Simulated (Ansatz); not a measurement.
# LaN (model cell, started as CsCl type): phonons and vibrational spectra

Aim: the vibrations of LaN (model cell, started as CsCl type), their spectra, and whether the structure is stable.

Calculated with Ansatz 0.2.0; DFT PBEsol, scalar-relativistic, plane waves, PAW.

The structure was built from a prototype and need not be the compound's stable phase.

### Step 1. Starting point

It takes space group Pm-3m (No. 221, cubic). Conventional cell: a = 2.990 Å, b = 2.990 Å, c = 2.990 Å, α = 90.00°, β = 90.00°, γ = 90.00°. Nearest to La lie 8 N at 2.59 Å. Nearest to N lie 8 La at 2.59 Å. Farther neighbours and most contacts between anions are not listed.

Structure file:

```cif
data_structure
_symmetry_space_group_name_H-M 'P 1'
_symmetry_Int_Tables_number 1
_cell_length_a 2.9902
_cell_length_b 2.9902
_cell_length_c 2.9902
_cell_angle_alpha 90.000
_cell_angle_beta 90.000
_cell_angle_gamma 90.000
_cell_volume 26.74
loop_
_atom_site_label
_atom_site_type_symbol
_atom_site_fract_x
_atom_site_fract_y
_atom_site_fract_z
_atom_site_occupancy
La1 La 0.00000 0.00000 0.00000 1
N2 N 0.50000 0.50000 0.50000 1
```

### Step 2. Rough relaxation

A rough relaxation comes first, because large forces or stress need no tight tolerances yet.

The input, input.yaml:

```yaml
crystal:
  lattice:
    - [2.99021, 0.0, 0.0]
    - [0.0, 2.99021, 0.0]
    - [0.0, 0.0, 2.99021]
  atoms:
    - { symbol: La, position: [0.0, 0.0, 0.0] }
    - { symbol: "N", position: [0.5, 0.5, 0.5] }
kpoints:
  mp_grid: { grid: [6, 6, 6] }
hamiltonian:
  xc: pbesol
scf:
  occupations: { method: gaussian, width: 0.1 }
output:
  forces: true
  stress: true
  eigenvalues: true
relax:
  adjacent_minimum: "off"
  f_tol: 0.05
  max_steps: 80
  cell: { stress_tol: 0.5 }
```

Started as:

```console
ansatz run input.yaml --threads 4 --pin off --max-ram 7168MiB --backend cpu --events-out ev --progress --plain --runs-dir out
```

Numbers of over 12 decimals in the logs are rounded to 6 here.

The program printed:

```text
The last accepted step is kept in <dir> (removed where the run ends without a failure and the disk answers)
Engine: ansatz 0.2.0, aarch64-unknown-linux-gnu
Pseudopotentials: kind: paw
Pseudopotential: La, paw, valence charge 11, recommended cutoff 420 eV (normal), La.paw.azcp
Pseudopotential: N, paw, valence charge 5, recommended cutoff 420 eV (normal), N.paw.azcp
Functional definition: PBEsol
  exchange = pbesol_x
[...]
--- Relaxed structure (3 steps of the walk, 3 accepted, 1 SCFs on fresh bases) ---
  F+E_penalty+E_count = -6541.47218758 eV   max|allowed force component| = 1.134e-30 eV/Å   (the final SCF, on the basis selected at the relaxed cell)
  cell:  # Å, volume = 30.4031 Å³
    - [3.121088, 0, 0]
    - [0, 3.121088, 0]
    - [0, 0, 3.121088]
  atoms:
    - { symbol: La, position: [0, 0, 0] }
    - { symbol: N, position: [0.5, 0.5, 0.5] }
[key lines of the parts left out:]
SCF converged after 6 iterations
Free energy (F): -6541.472188 eV
Fermi energy:    14.952949 eV
P = ⅓ Tr σ = 0.3035 GPa (3.035 kbar)
```

Elapsed: 1.8 s, on 4 threads of Arm Neoverse N1, shared host; peak memory 0.3 GiB; 5.2 s of CPU time.

The steps of the relaxation:

| step | energy less that of the first step (eV) | largest force component (eV/Å) | pressure (GPa) | volume (Å³) |
| --- | --- | --- | --- | --- |
| 1 | 0.0000 | 0.0000 | 23.58 | 26.74 |
| 2 | -0.2272 | 0.0000 | -2.44 | 30.84 |
| 3 | -0.2319 | 0.0000 | -0.40 | 30.40 |
| 4* | -0.2465 | 0.0000 | 0.30 | 30.40 |

Relaxation steps marked * repeat the geometry before them on a plane-wave basis chosen anew for their cell, so energy and pressure can jump there.

The run keeps the 48 symmetry operations that it works with, so distortions that break them were not tested.

```
conventional cell, symmetrised  before  after   change
                         a (Å)   2.990  3.121   +4.4 %
                         b (Å)   2.990  3.121   +4.4 %
                         c (Å)   2.990  3.121   +4.4 %
              volume (Å³/atom)   13.37  15.20  +13.7 %
```

The relaxed structure:

```cif
data_structure
_symmetry_space_group_name_H-M 'P 1'
_symmetry_Int_Tables_number 1
_cell_length_a 3.1211
_cell_length_b 3.1211
_cell_length_c 3.1211
_cell_angle_alpha 90.000
_cell_angle_beta 90.000
_cell_angle_gamma 90.000
_cell_volume 30.40
loop_
_atom_site_label
_atom_site_type_symbol
_atom_site_fract_x
_atom_site_fract_y
_atom_site_fract_z
_atom_site_occupancy
La1 La 0.00000 0.00000 0.00000 1
N2 N 0.50000 0.50000 0.50000 1
```

Numbers from this step:

```yaml
pressure: 0.3035 GPa
volume_per_atom: 15.20 Å³
gap_on_the_k_mesh: 0 eV
```

In this step the volume went from 13.37 to 15.20 Å³/atom.

### Step 3. Bringing the structure to rest

Harmonic phonons are second derivatives at a point where the forces vanish, and they are wanted at zero stress, so atoms and cell are relaxed first.

The input, input.yaml:

```yaml
crystal:
  lattice:
    - [3.1210879916, 0.0, 0.0]
    - [0.0, 3.1210879916, 0.0]
    - [0.0, 0.0, 3.1210879916]
  atoms:
    - { symbol: La, position: [0.0, 0.0, 0.0] }
    - { symbol: "N", position: [0.5, 0.5, 0.5] }
kpoints:
  mp_grid: { grid: [12, 12, 12] }
hamiltonian:
  xc: pbesol
scf:
  occupations: { method: gaussian, width: 0.1 }
output:
  forces: true
  stress: true
  eigenvalues: true
  write_density: true
  write_potential: true
  elf: true
  volumetric_format: npy
relax:
  adjacent_minimum: "off"
  f_tol: 0.005
  max_steps: 80
  cell: { stress_tol: 0.05 }
```

The program printed:

```text
[...]
Crystal: 2 atoms, lattice volume = 30.403 Å³
Basis set: ecut = 420 eV, 619 PW (Γ), exchange–correlation on 48×48×48 points (8 copies of the dense FFT grid, shifted against one another)
Bands: 12, of which v1, the nominal top of the filled ones, is band 8 counted from 1 (7 counted from 0)
Symmetry: 48 space group operations
[...]
k-points: 84 of 1728
[...]
SCF iter   1: F=—  HF=-6541.478159 eV  |F-HF|=—  |Δ(HF+E_count)|=         —  Δρ=1.13e-2  dr2=3.35e-2  ethr=1.77e-3  ⟨swp⟩=3.9  Hψ=4487  notcnv=0
[...]
SCF iter   6: F=-6541.472173 eV  HF=-6541.472173 eV  |F-HF|=5.03e-10  |Δ(HF+E_count)|=   4.74e-9  Δρ=2.76e-6  dr2=1.33e-9  ethr=2.38e-10  ⟨swp⟩=6.2  Hψ=5843  notcnv=0
SCF 1 converged in 6 iterations: F = -6541.472173 eV  dr2 = 1.33e-9
[...]
relax step   1: F+E_penalty+E_count = -6541.47217269 eV  Δ(F+E_penalty+E_count) = +0.000e0 eV  max|allowed force component| = 6.640e-30 eV/Å  Δτ_max = 0.0000 Å  P = +0.383 GPa  Ω = 30.403 Å³  (6 SCF iters, dr2 threshold 1.00e-7 eV, accepted)
Crystal: 2 atoms, lattice volume = 30.659 Å³
[...]
SCF iter   5: F=-6541.471325 eV  HF=-6541.471325 eV  |F-HF|=8.19e-11  |Δ(HF+E_count)|=   1.70e-9  Δρ=1.75e-6  dr2=5.71e-10  ethr=3.72e-11  ⟨swp⟩=5.3  Hψ=5240  notcnv=0
SCF 2 converged in 5 iterations: F = -6541.471325 eV  dr2 = 5.71e-10
relax step   2: F+E_penalty+E_count = -6541.47132549 eV  Δ(F+E_penalty+E_count) = +8.472e-4 eV  max|allowed force component| = 3.353e-30 eV/Å  Δτ_max = 0.0000 Å  P = -0.793 GPa  Ω = 30.659 Å³  energy of the carried Pulay correction = -5.133e-4 eV  (5 SCF iters, dr2 threshold 2.00e-7 eV, rejected (line search))
Crystal: 2 atoms, lattice volume = 30.486 Å³
[...]
SCF iter   6: F=-6541.472104 eV  HF=-6541.472104 eV  |F-HF|=9.09e-12  |Δ(HF+E_count)|=  6.55e-11  Δρ=2.18e-7  dr2=1.43e-11  ethr=1.00e-12  ⟨swp⟩=6.2  Hψ=4338  notcnv=0
SCF 3 converged in 6 iterations: F = -6541.472104 eV  dr2 = 1.43e-11
relax step   3: F+E_penalty+E_count = -6541.47210420 eV  Δ(F+E_penalty+E_count) = +6.848e-5 eV  max|allowed force component| = 3.287e-31 eV/Å  Δτ_max = 0.0000 Å  P = -0.003 GPa  Ω = 30.486 Å³  energy of the carried Pulay correction = -1.668e-4 eV  (6 SCF iters, accepted)
[...]
SCF iter   5: F=-6541.472275 eV  HF=-6541.472275 eV  |F-HF|=8.19e-12  |Δ(HF+E_count)|=  1.64e-10  Δρ=3.60e-7  dr2=1.84e-11  ethr=1.00e-12  ⟨swp⟩=4.8  Hψ=4640  notcnv=0
SCF 4 converged in 5 iterations: F = -6541.472275 eV  dr2 = 1.84e-11
relax step   4: F+E_penalty+E_count = -6541.47227479 eV  Δ(F+E_penalty+E_count) = -1.706e-4 eV  max|allowed force component| = 1.085e-30 eV/Å  Δτ_max = 0.0000 Å  P = +0.007 GPa  Ω = 30.486 Å³  stress off target by 6.83e-3 GPa  SCF on the basis re-selected at this cell (its energy is not comparable with the rows above)  (5 SCF iters)
[...]
SCF converged after 5 iterations
Free energy (F): -6541.472275 eV
[...]
Internal energy: -6541.470732 eV  (E = F + TS)
E sigma→0 (E₀):  -6541.471503 eV
Entropy (-TS):   -0.001543 eV (-0.772 meV/atom)
Fermi energy:    14.929036 eV
[...]
--- Stress (GPa, compression-positive) ---
        0.006832      -0.000000       0.000000
       -0.000000       0.006832      -0.000000
        0.000000      -0.000000       0.006832
  P = ⅓ Tr σ = 0.0068 GPa (0.068 kbar)
--- Band table (eV; the first three rows and the last of 84) ---
  k-point 0: bands = [... 4 lower, 2.5491, 14.2709, 14.2709, 15.1903, 15.1903, 15.1903, 18.2664, 18.2664]
  k-point 1: bands = [... 4 lower, 2.8637, 14.3285, 14.3413, 15.1104, 15.1104, 15.1752, 18.2304, 18.2751]
  k-point 2: bands = [... 4 lower, 3.4016, 13.8494, 14.4952, 14.8825, 14.8825, 15.8661, 18.1221, 18.3023]
  k-point 83: bands = [... 4 lower, 3.5955, 10.4486, 10.4486, 10.4486, 18.4440, 18.4440, 18.4440, 18.9013]
--- Relaxed structure (3 steps of the walk, 2 accepted, 1 SCFs on fresh bases) ---
[...]
cell:  # Å, volume = 30.4862 Å³
    - [3.123928, 0, 0]
    - [0, 3.123928, 0]
    - [0, 0, 3.123928]
  atoms:
    - { symbol: La, position: [0, 0, 0] }
    - { symbol: N, position: [0.5, 0.5, 0.5] }
```

Elapsed: 4.7 s, on 4 threads; peak memory 0.36 GiB; 16 s of CPU time.

Little changed from the start: no atom moved by 0.005 Å and no cell edge by 0.1 %.

This step gave:

* pressure: 0.006832 GPa
* volume per atom: 15.24 Å³

Electrostatic potential energy in the ac plane at fractional y = 0.000, with atoms of La within 0.2 Å of it. With pseudopotentials it is smooth inside the atoms' cores, unlike the true potential.

Ten even steps from '0' (-33 eV) to '9' (18 eV):
```
6410157888751014
2100367888763001
0002578898875200
1135688999886531
4567889999988765
7778899999998877
8888999999999888
8889999999999988
8888999999999888
7778899999998877
4567889999988765
1135688999886531
0002578898875200
2100367888763001
6410157888751014
9620147888741026
```
Columns run along a (3.1 Å; values clipped at the 3rd and 97th percentile), rows up along c (3.1 Å). Atoms in or near the plane, at fractional coordinates: La at (0.00, 0.00).

Valence density in the ac plane at fractional y = 0.000, with atoms of La within 0.2 Å of it. It is the smooth field of the valence electrons, not physical close to the nuclei.

Ten even steps from '0' (0.1 e/Å³) to '9' (1.8 e/Å³):
```
8899741000147998
9998631000136899
9987420000024789
8764210000012467
4432100000001234
1110000000000011
0000000000000000
0000000000000000
0000000000000000
1110000000000011
4432100000001234
8764210000012467
9987420000024789
9998631000136899
8899741000147998
8899841000148998
```
Columns run along a (3.1 Å), rows up along c (3.1 Å). Atoms in or near the plane, at fractional coordinates: La at (0.00, 0.00).

ELF in the ac plane at fractional y = 0.000, with atoms of La within 0.2 Å of it. It is the smooth field of the valence electrons, not physical close to the nuclei.

Ten even steps from '_' (0.02) to '@' (0.85):
```
____++@@@@@@++..__..++@@@@@@++__
--++##@@@@%%==______==%%@@@@##++
%%@@@@@@%%**::______::**%%@@@@@@
@@@@@@%%**--..______..--**%%@@@@
@@@@%%**--..__________..--**%%@@
++++==::..____......____..::==++
....________..........________..
____________..........__________
....________..........________..
++++==::..____......____..::==++
@@@@%%**--..__________..--**%%@@
@@@@@@%%**--..______..--**%%@@@@
%%@@@@@@%%**::______::**%%@@@@@@
--++##@@@@%%==______==%%@@@@##++
____++@@@@@@++..__..++@@@@@@++__
____--%%@@@@++..__..++@@@@%%--__
```
Columns run along a (3.1 Å), rows up along c (3.1 Å). Atoms in or near the plane, at fractional coordinates: La at (0.00, 0.00).

In this step the volume went from 15.20 to 15.24 Å³/atom.

### Step 4. Relaxing to small forces for the phonons

Phonons need a cell at rest on their own settings, so the relaxation is repeated with tight tolerances on forces and stress, using the mesh and the filling of the phonon run that follows.

The input, input.yaml:

```yaml
crystal:
  lattice:
    - [3.1239275038, 0.0, 0.0]
    - [0.0, 3.1239275038, 0.0]
    - [0.0, 0.0, 3.1239275038]
  atoms:
    - { symbol: La, position: [0.0, 0.0, 0.0] }
    - { symbol: "N", position: [0.5, 0.5, 0.5] }
kpoints:
  mp_grid: { grid: [12, 12, 12] }
hamiltonian:
  xc: pbesol
scf:
  occupations: { method: methfessel_paxton, width: 0.15 }
output:
  forces: true
  stress: true
  eigenvalues: true
relax:
  adjacent_minimum: "off"
  f_tol: 0.001
  max_steps: 60
  cell: { stress_tol: 0.01 }
```

The program printed:

```text
[...]
Crystal: 2 atoms, lattice volume = 30.486 Å³
Basis set: ecut = 420 eV, 619 PW (Γ), exchange–correlation on 48×48×48 points (8 copies of the dense FFT grid, shifted against one another)
Bands: 12, of which v1, the nominal top of the filled ones, is band 8 counted from 1 (7 counted from 0)
Symmetry: 48 space group operations
[...]
k-points: 84 of 1728
[...]
k-point 83: bands = [... 4 lower, 3.5976, 10.4495, 10.4495, 10.4495, 18.4435, 18.4435, 18.4435, 18.9011]
--- Relaxed structure (1 steps of the walk, 1 accepted, 1 SCFs on fresh bases) ---
[...]
cell:  # Å, volume = 30.4862 Å³
    - [3.1239275038, 0.0, 0.0]
    - [0.0, 3.1239275038, 0.0]
    - [0.0, 0.0, 3.1239275038]
  atoms:
    - { symbol: La, position: [0.0, 0.0, 0.0] }
    - { symbol: N, position: [0.500000, 0.500000, 0.500000] }
[key lines of the parts left out:]
SCF converged after 5 iterations
Free energy (F): -6541.471185 eV
Fermi energy:    14.921077 eV
P = ⅓ Tr σ = 0.0058 GPa (0.058 kbar)
```

It took 2.4 s on 4 threads; peak memory 0.35 GiB; 7.9 s of CPU time.

Little changed from the start: no atom moved by 0.005 Å and no cell edge by 0.1 %.

This step gave:

| Property | Result |
| --- | --- |
| pressure | 0.005781 GPa |

The forces vanish by symmetry and the pressure is 0.006 GPa, within the tolerances set. The cell now holds 15.24 Å³/atom.

### Step 5. Zone-centre response

The zone centre comes first: it holds the modes that light can see, as far as symmetry allows. No field response is asked, since the mesh shows no gap.

input.yaml, the sections that differ from step 4:

```yaml
output:
  eigenvalues: true
phonons:
  method: dfpt
# crystal, kpoints, hamiltonian, scf: as in step 4
# relax: removed
```

The program printed:

```text
[...]
Crystal: 2 atoms, lattice volume = 30.486 Å³
Basis set: ecut = 420 eV, 619 PW (Γ), exchange–correlation on 48×48×48 points (8 copies of the dense FFT grid, shifted against one another)
Bands: 12, of which v1, the nominal top of the filled ones, is band 8 counted from 1 (7 counted from 0)
Symmetry: 48 space group operations
k-points: 196 of 1728 (irreducible under 8 space group operations, time reversal used)
[...]
SCF iter   1: F=—  HF=-6541.477075 eV  |F-HF|=—  |Δ(HF+E_count)|=         —  Δρ=1.12e-2  dr2=3.26e-2  ethr=1.77e-3  ⟨swp⟩=3.5  Hψ=10257  notcnv=0
[...]
SCF iter   7: F=-6541.471185 eV  HF=-6541.471185 eV  |F-HF|=3.64e-12  |Δ(HF+E_count)|=  1.52e-10  S|Δr|=    0.00e0  Δρ=2.30e-7  dr2=4.22e-12  ethr=1.00e-12  ⟨swp⟩=5.4  Hψ=11430  notcnv=0
SCF 1 converged in 7 iterations: F = -6541.471185 eV  dr2 = 4.22e-12
[...]
DFPT response loops at Γ: preconditioner auto → Kerker (q_TF=auto, 2.450 Å⁻¹) (partly filled bands, converged f_vac=0.000); β = 1.00, the filter's whole step (`scf.mixing.beta` (0.50) is not read by the response loops under this deck's `scf.mixing.preconditioner`; to damp them name `kerker` or `kerker_dos`, under which they read `scf.mixing.beta`, and type it under 1.00, their step now; both keys bind the ground state too); Broyden in place of MSR1
SCF converged after 7 iterations
[...]
Free energy (F): -6541.471185 eV
[...]
Internal energy: -6541.472608 eV  (E = F + TS)
E sigma→0 (E₀):  -6541.471540 eV
Entropy (-TS):   0.001424 eV (0.712 meV/atom)
Fermi energy:    14.921077 eV
[...]
--- Band table (eV; the first three rows and the last of 196) ---
  k-point 0: bands = [... 4 lower, 2.5509, 14.2705, 14.2705, 15.1919, 15.1919, 15.1919, 18.2660, 18.2660]
  k-point 1: bands = [... 4 lower, 2.8653, 14.3280, 14.3415, 15.1119, 15.1119, 15.1761, 18.2300, 18.2748]
  k-point 2: bands = [... 4 lower, 3.4030, 13.8504, 14.4947, 14.8840, 14.8840, 15.8660, 18.1218, 18.3019]
  k-point 195: bands = [... 4 lower, 3.5976, 10.4495, 10.4495, 10.4495, 18.4435, 18.4435, 18.4435, 18.9011]
--- Phonons (Γ-DFPT): 2 representative perturbations + reference, on 196 of 1728 k-points (Σ response iterations 6) ---
  k mesh reduced under 8 symmetry operations, with k and −k counted as one. Each operation leaves every solved perturbation unchanged. A smaller set is not used because it would not reduce the number of displacements times k-points to solve
  ASR residual: 3.243e-4 → 0.000e0 eV/Å²; symmetrization residual: 1.930e-7 eV/Å²
  ASR residual per site (eV/Å²): 3.24e-4 3.45e-5
  Γ frequencies (cm⁻¹): -287.42 -287.42 -287.42 0.00 0.00 0.00
  non-analytic LO–TO correction: not included (Born effective charges unavailable; polar crystals: no LO–TO splitting at Γ)
```

Run time: 9.7 s. Hardware: 4 threads; peak memory 0.58 GiB.

Numbers from this step:

| Quantity | Value |
| --- | --- |
| sum-rule residual before enforcement | 3.24e-4 eV/Å² |
| point group | m-3m |
| highest optical mode at the zone centre (no LO-TO term) | -287.4 cm⁻¹ |
| lowest optical zone-centre mode | -287.4 cm⁻¹ |

Patterns of degenerate modes are one choice out of their space. Modes at Γ, with each element's share of the kinetic energy (negative means imaginary):

```
mode  frequency (cm⁻¹)  symmetry  La %  N %
   1            -287.4       T1u     9   91
   2            -287.4       T1u     9   91
   3            -287.4       T1u     9   91
   4               0.0  acoustic    91    9
   5               0.0  acoustic    91    9
   6               0.0  acoustic    91    9
```

Displacements in mode 1 (-287.4 cm⁻¹), the largest set to 1:
```
La1  0.00  0.00 -0.10
N2   0.00  0.00  1.00
```

Before it was imposed, the acoustic sum rule was missed by 3.2e-4 eV/Å². Small misses are needed for a sound result but don't prove that mesh and cutoff are converged. The lowest optical mode is imaginary, 287.4i cm⁻¹, so the energy falls along it.

[end of part 1 of 2]

[Logs are printed without paths, hosts, clocks, repeated set-up lines and the standing remarks that a program may print on its own settings, such as how far it seeks lower states.]

[Hosts, paths, dates, database ids (printed as entryN), source tags and the programs' standing remarks are cut or masked in the printed files.]
